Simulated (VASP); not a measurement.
## ZnSe in VASP 6.6.1, single-point calculation

INCAR

```
LDAUL = 2 -1
NBANDS = 16
NELM = 120
LWAVE = .FALSE.
LASPH = .TRUE.
LDAUJ = 0 0
IBRION = -1
GGA = PE
LCHARG = .FALSE.
LDAUTYPE = 2
ISMEAR = -1
SIGMA = 0.02
LMAXMIX = 4
ISIF = 2
LREAL = .FALSE.
LDAU = .TRUE.
LDAUU = 1.0 0
NSW = 0
PREC = Accurate
EDIFF = 1E-7
ENCUT = 520
```

KPOINTS

```
KPOINTS created by Atomic Simulation Environment
0
Gamma
8 8 8
0 0 0
```

POSCAR

```
Zn Se
 1.0000000000000000
     0.0000000000000000    2.8324206797113822    2.8324206797113822
     2.8324206797113822    0.0000000000000000    2.8324206797113822
     2.8324206797113822    2.8324206797113822    0.0000000000000000
 Zn  Se
   1   1
Cartesian
  0.0000000000000000 -0.0000000000000000  0.0000000000000000
  1.4162103398556911  1.4162103398556911  1.4162103398556911
```

The recommended PBE PAW datasets give the neutral cell 18 valence electrons.

Command

```
mpirun -np 1 vasp_std
```

How does this run end, and what does it give?

It converged. Results: gap between bands v and c on the k mesh 1.35 eV; least direct gap on the k mesh 1.35 eV; pressure 2.3 GPa. Band v is the last that the valence electrons fill when counted band by band, and c is the next.

OSZICAR

```
N       E                     dE             d eps       ncg     rms          rms(c)
DAV:   1     0.859608440371E+02    0.85961E+02   -0.88064E+03   928   0.127E+03
DAV:   2    -0.705037358409E+00   -0.86666E+02   -0.81761E+02  1032   0.250E+02
DAV:   3    -0.615691033047E+01   -0.54519E+01   -0.54321E+01  1168   0.617E+01
DAV:   4    -0.619871970257E+01   -0.41809E-01   -0.41806E-01  1096   0.568E+00
DAV:   5    -0.619890833499E+01   -0.18863E-03   -0.18863E-03  1176   0.347E-01    0.506E+00
DAV:   6    -0.594469772211E+01    0.25421E+00   -0.48196E-01  1368   0.208E+01    0.374E+00
DAV:   7    -0.592590945233E+01    0.18788E-01   -0.14100E-01  1056   0.320E+00    0.154E+00
DAV:   8    -0.592625699311E+01   -0.34754E-03   -0.41493E-03  1216   0.607E-01    0.439E-01
DAV:   9    -0.592649752169E+01   -0.24053E-03   -0.10559E-03  1080   0.236E-01    0.648E-02
DAV:  10    -0.592659103518E+01   -0.93513E-04   -0.13779E-04  1176   0.823E-02    0.192E-02
DAV:  11    -0.592659675718E+01   -0.57220E-05   -0.27346E-05  1064   0.355E-02    0.539E-03
DAV:  12    -0.592659800068E+01   -0.12435E-05   -0.21167E-06  1208   0.932E-03    0.468E-03
DAV:  13    -0.592659783359E+01    0.16709E-06   -0.25270E-07  1128   0.516E-03    0.864E-04
DAV:  14    -0.592659792740E+01   -0.93809E-07   -0.44237E-08   832   0.178E-03
   1 F= -.59265979E+01 E0= -.59265979E+01  d E =-.716919E-12
```

For comparison, a separate PBE run of the intended cell, on usual settings and not on those above, gives a gap of 1.30 eV on its mesh and a pressure of 2.4 GPa.
